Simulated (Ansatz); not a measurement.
# Moving the knobs of a GW run on CdS (Greenockite)

A base run on CdS (Greenockite), then changed inputs.

Calculated with Ansatz 0.2.0; G0W0 on PBE, plane waves, PAW; PAW set soft_1.

### 1. The structure

Symmetry: P6_3mc, No. 186, hexagonal system. The conventional cell has a = 4.137 Å, b = 4.137 Å, c = 6.714 Å, α = 90.00°, β = 90.00°, γ = 120.00°. Nearest to Cd lie 4 S at 2.52 to 2.53 Å. S has 4 Cd at 2.52 to 2.53 Å nearest. Farther neighbours and most contacts between anions are not listed.

The cell and positions come from the Crystallography Open Database and are kept as given unless a step says otherwise.

### 2. The base run: 6×6×2 mesh, 79 empty bands, screening to 50 eV, PAW set soft_1 files

Now the one-shot GW correction: screening in the RPA, then the self-energy of the levels asked for. This step takes PAW set soft_1 files.

input.yaml

```yaml
crystal:
  lattice:
    - [4.137, 0.0, 0.0]
    - [-2.0685, 3.5827470955, 0.0]
    - [0.0, 0.0, 6.7144]
  atoms:
    - { symbol: Cd, position: [0.6666666667, 0.3333333333, 0.0] }
    - { symbol: Cd, position: [0.3333333333, 0.6666666667, 0.5] }
    - { symbol: S, position: [0.6666666667, 0.3333333333, 0.375] }
    - { symbol: S, position: [0.3333333333, 0.6666666667, 0.875] }
kpoints:
  mp_grid: { grid: [6, 6, 2] }
hamiltonian:
  xc: pbe
  pseudopotentials: { kind: paw, azcp: { folder: soft_1 } }
scf:
  occupations: { method: fixed }
gw:
  n_empty_bands: 79
  ecut_chi: 50
  qp_bands: [v2, c2]
  qp_kpoints: band_edges
  screening: { model: contour_deformation }
```

Launch:

```sh
$ ansatz run input.yaml --threads 3 --pin off --max-ram 92160MiB --backend cuda --events-out ev --progress --plain --runs-dir out --devices 1 --max-vram 13GiB
```

Numbers of over 12 decimals in the logs are rounded to 6 here.

Output:

```text
GPUs: using 1 of 1 available (devices: 1).
Engine: ansatz 0.2.0, x86_64-unknown-linux-gnu
Pseudopotentials: kind: paw
Pseudopotential: Cd, paw, valence charge 20, recommended cutoff 420 eV (normal), soft_1/Cd.paw.azcp
Pseudopotential: S, paw, valence charge 6, recommended cutoff 420 eV (normal), soft_1/S.paw.azcp
Functional definition: PBE
  parameter kappa = 0.804
  parameter beta = 0.066725
  exchange = pbe_x(kappa = kappa, mu = beta*pi^2/3)
  correlation = pbe_c(beta = beta)
device memory: the entry about to start is reckoned to put 0.9 GiB on a device that reports 66.2 GiB free (of which the cap on the GPU budget leaves the run 13.0 GiB)
GPU FFT provider: cuFFT
GPU libraries: cuBLAS 13.8.2, cuFFT 12.4.0, cuSOLVER 12.3.4
Crystal: 4 atoms, lattice volume = 99.520 Å³
Basis set: ecut = 420 eV, 1943 PW (Γ)
Bands: 32, of which v1, the nominal top of the filled ones, is band 26 counted from 1 (25 counted from 0)
Symmetry: 12 space group operations
Space group: P63mc (ITA 186), of the structure as read, at distance tolerance 4.6e-5 Å
k-points: 14 of 72
Non-local potential: Cd, projectors of the file, l = 0: 3, l = 1: 2, l = 2: 2, l = 3: 1
Non-local potential: S, projectors of the file, l = 0: 2, l = 1: 2, l = 2: 1
PAW form: soft (Blöchl's): semilocal exchange-correlation on the pseudo side does not see the compensation charge
PAW one-centre angular grid: Cd, 590 points (default); XC on 64 Gauss nodes
PAW one-centre angular grid: S, 110 points (default); XC on 64 Gauss nodes
Initial density: superposition of atomic densities (chi_scale 0.1, normalization cell, long waves kept (reshape's long-wave potential 0.00 eV rms))
Initial wavefunctions: pseudopotential atomic-orbital guess
GPU buffer pool allocated for 40500 grid points (all kernels)
GPU transforms: local potential and band sums: pruned to the plane-wave sphere, on 27×27×45
Functional: x = pbe(κ = 0.804, μ = 0.219515), c = pbe(β = 0.066725)
SCF iter   1: F=—  HF=-18315.915873 eV  |F-HF|=—  |Δ(HF+E_count)|=         —  Δρ=2.85e-2  dr2=7.09e-1  ethr=3.10e-3  ⟨swp⟩=4.9  Hψ=1574  notcnv=0  defer=54
preconditioner: auto → Resta (q_TF=auto, 2.449 Å⁻¹)  ε∞=4.5  [insulator: Δε(μ)=1.431 eV  Ē_g=11.908 eV  n_scr=22 (ndim 8)  ℏωp=22.3 eV  f_vac=0.073  ε∞_Penn≈4.5]
SCF iter   2: F=—  HF=-18315.768463 eV  |F-HF|=—  |Δ(HF+E_count)|=   1.47e-1  Δρ=1.38e-2  dr2=1.66e-1  ethr=1.36e-3  ⟨swp⟩=2.9  Hψ=817  notcnv=0  defer=55
SCF iter   3: F=—  HF=-18315.759004 eV  |F-HF|=—  |Δ(HF+E_count)|=   9.46e-3  Δρ=4.64e-3  dr2=2.01e-2  ethr=3.20e-4  ⟨swp⟩=2.0  Hψ=523  notcnv=0  defer=55
SCF iter   4: F=—  HF=-18315.761731 eV  |F-HF|=—  |Δ(HF+E_count)|=   2.73e-3  Δρ=1.05e-3  dr2=1.51e-3  ethr=3.86e-5  ⟨swp⟩=2.0  Hψ=660  notcnv=0  defer=55
[...]
E_xc         = -491.557797
  E_vxc        = -558.334656  (∫ρ·V_xc dr)
  E_paw        = -9414.994892  (= ΣΔE_a)
  E_vpaw       = -1132.465749  (= ΣTr[D̂ρ^β])
  E_aug_tail   = 0.000705  (compensation charges beyond the density's cutoff)
  E_ewald      = -5399.695785
  E_smearing   = -0.000000  (= −TS)
  E_closure    = 0.000000  (closes the sum)
  Σ components = -18315.763917   (vs F -18315.763917, Δ=0.00e0)
--- Band table (eV; the first three rows and the last of 14) ---
  k-point 0: bands = [... 22 lower, 6.0964, 6.8241, 6.8660, 6.8660, 8.0842, 9.6681, 13.3254, 13.3254, ... 2 higher]
  k-point 1: bands = [... 22 lower, 6.4675, 6.4675, 6.4675, 6.4675, 9.7277, 9.7277, 13.0511, 13.0511, ... 2 higher]
  k-point 2: bands = [... 22 lower, 5.6731, 5.7819, 6.6199, 6.6817, 9.2227, 10.5244, 12.6148, 13.6769, ... 2 higher]
  k-point 13: bands = [... 22 lower, 4.4516, 4.4516, 5.7458, 5.7458, 11.2754, 11.2754, 12.9577, 12.9577, ... 2 higher]
--- G₀W₀: contour deformation, 7 samples at zero and on the imaginary axis and 1 off it, 72 q-points, 79 empty bands' worth ---
  eigenvalues of the whole cell's RPA ε∞ on this k-mesh (on a slab, of 1 + 4πα/V) = 7.0378, 7.0378, 7.1985; static W/v taken at q = 0 is 0.140297
  bands read: the sum over 105 bands ends inside a degenerate multiplet in 9 slots, whose members it reads at an even weight; the widest, k=1: bands 105 to 108 (counted from 1) at 1/4 each
  gw.qp_kpoints: band_edges: 9 of 14 stored k-points solved, in 1 pass; an edge of the gap read off the rows below is read off those points alone
    valence top: of the k-points left out ik 8 came nearest to being solved in a further pass, in band 26 (counted from 1, as in the quasiparticle table): it holds the edge there only if its correction is more favourable than any solved in that band by at least 0.619 eV; those differ by 0.174 eV
    conduction bottom: of the k-points left out ik 8 came nearest to being solved in a further pass, in band 27 (counted from 1, as in the quasiparticle table): it holds the edge there only if its correction is more favourable than any solved in that band by at least 2.200 eV; those differ by 0.271 eV
    ik  band        ε_KS         Σx   Σc(E_QP)       V_xc       Z   E_QP_lin       E_QP  E_QP is
     0    25      6.8660   -20.8325     2.5543   -18.0764  0.7523     6.6630     6.6642  root
     0    26      6.8660   -20.8325     2.5543   -18.0764  0.7523     6.6630     6.6642  root
     0    27      8.0842    -8.7160    -3.2472   -12.4571  0.7896     8.5860     8.5781  root
     0    28      9.6681    -8.2001    -3.5924   -12.4444  0.7861    10.3370    10.3201  root
     1    25      6.4675   -20.3010     2.6750   -17.3622  0.7493     6.2015     6.2037  root
     1    26      6.4675   -20.3010     2.6750   -17.3622  0.7493     6.2015     6.2037  root
     1    27      9.7277    -8.7108    -3.5075   -12.8608  0.7808    10.3864    10.3702  root
     1    28      9.7277    -8.7108    -3.5075   -12.8608  0.7808    10.3864    10.3702  root
[...]
13    25      5.7458   -19.2633     2.8781   -16.0365  0.7406     5.3927     5.3972  root
    13    26      5.7458   -19.2633     2.8781   -16.0365  0.7406     5.3927     5.3972  root
    13    27     11.2754    -8.3328    -3.9280   -13.0258  0.7735    12.0701    12.0405  root
    13    28     11.2754    -8.3328    -3.9280   -13.0258  0.7735    12.0701    12.0405  root
[key lines of the parts left out:]
SCF converged after 8 iterations
Free energy (F): -18315.763917 eV
Fermi energy:    6.865973 eV
```

Elapsed: 18 s, on 1 × NVIDIA H100 80GB HBM3 (shared by 6 runs) with 3 threads of AMD EPYC 7R13 (Zen 3), shared host; peak memory 1.1 GiB; 13 s of CPU time.

This step gave:

- bands summed: 105
- RPA ε∞ on this mesh (eigenvalues): 7.038, 7.038, 7.198
- plane waves in the screening matrix: 85
- q-points in the mesh: 72
- G0W0 gap on the mesh: 1.914 eV
- k of the valence top: 0, 0, 0
- k of the conduction bottom: 0, 0, 0
- starting gap on the mesh: 1.218 eV
- Z at the valence top: 0.7523
- Z at the conduction bottom: 0.7896
- least direct G0W0 gap on the computed points: 1.914 eV

The gap on the mesh goes from 1.22 eV to 1.91 eV, a correction of +0.70 eV. Between the two edge states, bare exchange in place of the xc potential would open the gap by 6.50 eV, and correlation takes back 5.80 eV.

### 3. Variant: no symmetry

Edit input.yaml of step 2 so:

```diff
@@ -10,2 +10,3 @@
     - { symbol: S, position: [0.3333333333, 0.6666666667, 0.875] }
+  symmetry: { detect: false }
 kpoints:
@@ -18,4 +19,4 @@
 gw:
-  n_empty_bands: 79
-  ecut_chi: 50
+  n_empty_bands: 105
+  ecut_chi: 60
   qp_bands: [v2, c2]
```

Output:

```text
GPUs: using 1 of 1 available (devices: 1).
[...]
GPU FFT provider: cuFFT
GPU libraries: cuBLAS 13.8.2, cuFFT 12.4.0, cuSOLVER 12.3.4
Crystal: 4 atoms, lattice volume = 99.520 Å³
Basis set: ecut = 420 eV, 1943 PW (Γ)
Bands: 32, of which v1, the nominal top of the filled ones, is band 26 counted from 1 (25 counted from 0)
Symmetry: 1 space group operations
k-points: 40 of 72 (time reversal used)
[...]
GPU buffer pool allocated for 40500 grid points (all kernels)
[...]
SCF iter   1: F=—  HF=-18315.915875 eV  |F-HF|=—  |Δ(HF+E_count)|=         —  Δρ=2.85e-2  dr2=7.10e-1  ethr=3.10e-3  ⟨swp⟩=4.9  Hψ=4503  notcnv=0  defer=153
[...]
SCF iter   8: F=-18315.763917 eV  HF=-18315.763917 eV  |F-HF|=3.84e-8  |Δ(HF+E_count)|=   8.51e-7  Δρ=3.93e-6  dr2=2.05e-8  ethr=1.92e-10  ⟨swp⟩=10.7  Hψ=6365  notcnv=0
SCF 1 converged in 8 iterations: F = -18315.763917 eV  dr2 = 2.05e-8
[...]
NSCF: frozen V_eff on 40 k-points, pencils in batches of 32, up to order 128
[...]
NSCF: frozen V_eff on 40 k-points
G₀W₀ screening: q 1/40
[... further progress lines ...]
SCF converged after 8 iterations
Free energy (F): -18315.763917 eV
[...]
Internal energy: -18315.763917 eV  (E = F + TS)
E sigma→0 (E₀):  -18315.763917 eV
Fermi energy:    6.865975 eV
[...]
--- Band table (eV; the first three rows and the last of 40) ---
  k-point 0: bands = [... 22 lower, 6.0964, 6.8241, 6.8660, 6.8660, 8.0842, 9.6681, 13.3254, 13.3254, ... 2 higher]
  k-point 1: bands = [... 22 lower, 6.4675, 6.4675, 6.4675, 6.4675, 9.7277, 9.7277, 13.0511, 13.0512, ... 2 higher]
  k-point 2: bands = [... 22 lower, 5.6731, 5.7819, 6.6199, 6.6817, 9.2227, 10.5244, 12.6148, 13.6769, ... 2 higher]
  k-point 39: bands = [... 22 lower, 5.5257, 5.5257, 5.5376, 5.5377, 10.3523, 10.3524, 12.2592, 12.2592, ... 2 higher]
[...]
0    25      6.8660   -20.8325     2.4738   -18.0764  0.7503     6.5812     6.5837  root
     0    26      6.8660   -20.8325     2.4738   -18.0764  0.7503     6.5812     6.5837  root
     0    27      8.0842    -8.7160    -3.3340   -12.4571  0.7887     8.4963     8.4914  root
     0    28      9.6681    -8.2001    -3.6911   -12.4444  0.7853    10.2325    10.2214  root
     1    25      6.4675   -20.3010     2.5951   -17.3622  0.7474     6.1199     6.1239  root
     1    26      6.4675   -20.3010     2.5951   -17.3622  0.7474     6.1199     6.1239  root
     1    27      9.7277    -8.7108    -3.6036   -12.8608  0.7798    10.2848    10.2741  root
     1    28      9.7277    -8.7108    -3.6036   -12.8608  0.7798    10.2848    10.2741  root
[...]
39    25      5.5376   -19.1777     2.8315   -15.8950  0.7373     5.0785     5.0866  root
    39    26      5.5376   -19.1777     2.8315   -15.8950  0.7373     5.0785     5.0866  root
    39    27     10.3524    -7.6612    -3.6800   -11.8158  0.7846    10.8349    10.8268  root
    39    28     10.3524    -7.6612    -3.6800   -11.8158  0.7846    10.8349    10.8268  root
```

The job ended after 21 s (1 × NVIDIA H100 80GB HBM3 (shared by 6 runs) with 3 threads; peak memory 1.3 GiB).

The G0W0 gap on the mesh is 1.908 eV.

Against the base:

```tsv
setting	base	variant
empty bands	79	105
screening cutoff (eV)	50	60
symmetry detection	-	false
```

```tsv
quantity	variant	base
starting gap on the mesh	1.218	1.218
G0W0 gap on the mesh	1.908	1.914
least direct G0W0 gap on the computed points	1.908	1.914
Z at the valence top	0.750	0.752
Z at the conduction bottom	0.789	0.790
```

### 4. Outcome

```
base        : 1.91 eV, 18 s
no symmetry : 1.91 eV, 21 s
```

**Reading.** No symmetry: the gap moves by −0.01 eV. The variant differs from the base in empty bands, screening cutoff and symmetry detection together, so the change can't be laid to one of them. Symmetry itself changes the cost, not the physics. All runs here use a coarse mesh and modest cutoffs; they test settings and are not final values. The 6×6×2 mesh is coarse for this cell (its supercell is 13 Å along the shortest edge). The RPA ε∞ on it, from the PBE start, is 7.04 and 7.20; such meshes misread the long-range screening, most where the gap is narrow. The many-body steps are scalar-relativistic: spin-orbit coupling is not in them.

[Paths, hosts, dates, memory and timing lines, banners, echoed tables and standing remarks are left out of the program output.]

[Logs are printed without paths, hosts, clocks, repeated set-up lines and the standing remarks that a program may print on its own settings, such as how far it seeks lower states.]

[Runs of the session that timed out or met a known fault of the program may be left out.]

[Cells called generated may have been cut or substituted from an entry of the Crystallography Open Database or the Materials Project.]

[Hosts, paths, dates, database ids (printed as entryN), source tags and the programs' standing remarks are cut or masked in the printed files.]
